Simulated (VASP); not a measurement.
Set up this calculation in VASP 6.6.1, as the native input.

* Task: single point
* Functional: PBE
* Dispersion: D3(BJ)
* Potentials or basis: VASP PAW PBE potentials, release 64 (C)
* Cutoff: 400 eV
* k mesh: 12 × 12 × 4
* Occupations: gaussian, width 0.02 eV
* Spin: no spin polarisation
* Further INCAR settings: ALGO = Fast; EDIFF = 1e-07

The structure of C lies in POSCAR:

```
C
1.0
    2.4560000000      0.0000000000      0.0000000000
   -1.2280000000      2.1269583900      0.0000000000
    0.0000000000      0.0000000000      6.6960000000
C
4
Direct
    0.0000000000      0.0000000000      0.7500000000
    0.0000000000      0.0000000000      0.2500000000
    0.3333333300      0.6666666700      0.7500000000
    0.6666666700      0.3333333300      0.2500000000
```

One way to write it, as run:

INCAR

```
SYSTEM = C
  ALGO = Fast
  EDIFF = 1E-7
  ENCUT = 400
  GGA = PE
  ISIF = 2
  ISMEAR = 0
  IVDW = 12
  LASPH = .TRUE.
  LCHARG = .FALSE.
  LREAL = .FALSE.
  LWAVE = .FALSE.
  NELM = 80
  PREC = Accurate
  SIGMA = 0.02
```

KPOINTS

```
k-points
0
G
  12 12 4
  0 0 0
```

Potentials or basis: VASP PAW PBE potentials, release 64 (C).

Run with:

```sh
$ cat potpaw_PBE.64/C/POTCAR > POTCAR
$ mpirun -np 1 vasp_std > vasp.out
```

It gave:

| Item | Value |
| --- | --- |
| Band gap on the k mesh | none (metal or under the smearing width) |
| Dispersion energy per atom | -0.157 eV |

Run time: 9.5 s on 1 thread of Intel(R) Xeon(R) 6975P-C (Granite Rapids) (shared host), peak memory 0.14 GiB.
